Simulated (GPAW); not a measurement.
A calculation with GPAW 26.7.0 of HfB2 (native input, structure from a P1 CIF):

Contents of run.py:

```python
from ase.io import read
from gpaw import PW
from gpaw.dft import DFT

atoms = read('HfB2.cif')

dft = DFT(atoms,
          mode=PW(800),
          xc='PBE',
          kpts={'size': (10, 10, 8), 'gamma': True},
          occupations={'name': 'fermi-dirac', 'width': 0.05},
          nbands=20,
          convergence={'density': 1e-05, 'energy': 1e-05},
          maxiter=150,
          txt='gpaw.txt')
print(f'Energy: {dft.calculate_energy():.6f} eV')
print('Forces (eV/A):')
print(dft.calculate_forces().round(4))
print('Stress (eV/A^3):', dft.calculate_stress().round(6))
dft.write_gpw_file('gs.gpw')
```

Contents of HfB2.cif:

```cif
data_HfB2
_cell_length_a 3.14000000
_cell_length_b 3.14000000
_cell_length_c 3.48000000
_cell_angle_alpha 90.00000000
_cell_angle_beta 90.00000000
_cell_angle_gamma 120.00000000
_space_group_name_H-M_alt 'P1'
_space_group_name_Hall 'P 1'
_space_group_IT_number 1
loop_
_space_group_symop_operation_xyz
'x,y,z'
loop_
_atom_site_label
_atom_site_type_symbol
_atom_site_symmetry_multiplicity
_atom_site_Wyckoff_symbol
_atom_site_fract_x
_atom_site_fract_y
_atom_site_fract_z
_atom_site_occupancy
Hf1 Hf 1 a 0.0000000000 0.0000000000 0.0000000000 1
B1 B 1 a 0.6666666667 0.3333333333 0.5000000000 1
B2 B 1 a 0.3333333333 0.6666666667 0.5000000000 1
```

Potentials or basis: GPAW PAW data sets (gpaw-data 1.2.1), pw.

The run is started by

```bash
$ OMP_NUM_THREADS=1 python run.py
```

Task: Write the same calculation in another form: ASE script, structure typed inline.

Result: As run:

Contents of run.py:

```python
from ase import Atoms
from ase.dft.bandgap import bandgap
from ase.io import write
from ase.units import Bohr, GPa
from gpaw import GPAW, PW
from gpaw.elf import elf_from_dft_calculation

atoms = Atoms(['Hf', 'B', 'B'],
              cell=[[3.14, 0.0, 0.0],
                    [-1.57, 2.7193197679, 0.0],
                    [0.0, 0.0, 3.48]],
              scaled_positions=[[0.0, 0.0, 0.0],
                                [0.6666666667, 0.3333333333, 0.5],
                                [0.3333333333, 0.6666666667, 0.5]],
              pbc=True)

calc = GPAW(mode=PW(800),
            xc='PBE',
            kpts={'size': (10, 10, 8), 'gamma': True},
            occupations={'name': 'fermi-dirac', 'width': 0.05},
            nbands=20,
            convergence={'density': 1e-05, 'energy': 1e-05},
            maxiter=150,
            txt='gpaw.txt')
atoms.calc = calc
energy = atoms.get_potential_energy()
forces = atoms.get_forces()
stress = atoms.get_stress()
calc.write('gs.gpw')
write('result.traj', atoms)
print(f'Energy: {energy:.6f} eV')
print('Forces (eV/A):')
print(forces.round(4))
print('Stress (GPa):', (stress / GPa).round(3))
print('Fermi level:', round(calc.get_fermi_level(), 4), 'eV')
print(f'Gap: {bandgap(calc)[0]:.4f} eV, direct: {bandgap(calc, direct=True)[0]:.4f} eV')

# fields on the real-space grid
write('density.cube', atoms, data=calc.get_pseudo_density() * Bohr**3)
write('potential.cube', atoms, data=calc.get_electrostatic_potential())
write('elf.cube', atoms, data=elf_from_dft_calculation(calc).data)
```

Potentials or basis: GPAW PAW data sets (gpaw-data 1.2.1), pw.

The run is started by

```console
$ OMP_NUM_THREADS=1 python run.py
```

Both were run:

|  | native input, structure from a P1 CIF | ASE script, structure typed inline |
| --- | --- | --- |
| Pressure | 2.1 GPa | 2.1 GPa |
| Band gap on the k mesh | none (metal or under the smearing width) | none (metal or under the smearing width) |

Keys that steer only the numerical path or the files written may differ.
